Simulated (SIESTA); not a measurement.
TiB2: band structure with AM05

TiB2:

```
CELL_PARAMETERS angstrom
3.02920 0.00000 0.00000
-1.51460 2.62336 0.00000
0.00000 0.00000 3.22840
ATOMIC_POSITIONS crystal
Ti 0.00000 0.00000 0.00000
B 0.66667 0.33333 0.50000
B 0.33333 0.66667 0.50000
```

* Program: SIESTA 5.4.2
* Task: band structure
* Functional: AM05
* Potentials or basis: PseudoDojo 0.4 standard (PBEsol files)
* Basis: DZP (energy shift 0.002 Ry)
* Grid cutoff: 800 Ry
* Energy shift: 0.002 Ry
* k mesh: 10 × 10 × 8
* Occupations: fermi-dirac, width 0.05 eV
* Spin: no spin polarisation

The pressure is -3.7 GPa and the band gap on the k mesh is none (metal or under the smearing width). The hirshfeld charges are Ti +0.26; B -0.13 e and the voronoi charges are Ti +0.37; B -0.19 e.

Stress tensor (GPa, compression positive):
```
-1.32  0.00  0.00
 0.00 -1.32  0.00
 0.00  0.00 -8.46
```

Levels at the corners of the path, in eV from the Fermi level:
| point | band 7 | band 8 | band 9 | band 10 | band 11 | band 12 |
| --- | --- | --- | --- | --- | --- | --- |
| Γ | -2.50 | -2.21 | -2.11 | 1.99 | 1.99 | 3.79 |
| M | -3.17 | -3.14 | -2.25 | 1.41 | 2.86 | 3.34 |
| K | -7.30 | -1.80 | -1.80 | 1.47 | 1.47 | 2.10 |
| Γ | -2.50 | -2.21 | -2.11 | 1.99 | 1.99 | 3.79 |
| A | -0.39 | -0.39 | -0.14 | -0.14 | 0.50 | 0.50 |
| L | -4.57 | -3.80 | -3.08 | 2.57 | 3.04 | 4.62 |
| H | -5.62 | -3.12 | -3.12 | 2.61 | 4.39 | 4.39 |
| A | -0.39 | -0.39 | -0.14 | -0.14 | 0.50 | 0.50 |
| L | -4.57 | -3.80 | -3.08 | 2.57 | 3.04 | 4.62 |
| M | -3.17 | -3.14 | -2.25 | 1.41 | 2.86 | 3.34 |
| K | -7.30 | -1.80 | -1.80 | 1.47 | 1.47 | 2.10 |
| H | -5.62 | -3.12 | -3.12 | 2.61 | 4.39 | 4.39 |

Run time: 4.6 min on 1 thread of Arm Neoverse V1 (shared host), peak memory 0.46 GiB.

Caveat: Mulliken charges of long-ranged orbitals can have an unphysical sign; semicore shells carry a single zeta, which can move pressures by several GPa and volumes by a few percent; the potentials were made for another functional, which shifts forces and pressure; the basis of atomic orbitals isn't converged, which shifts pressures, moduli and gaps.
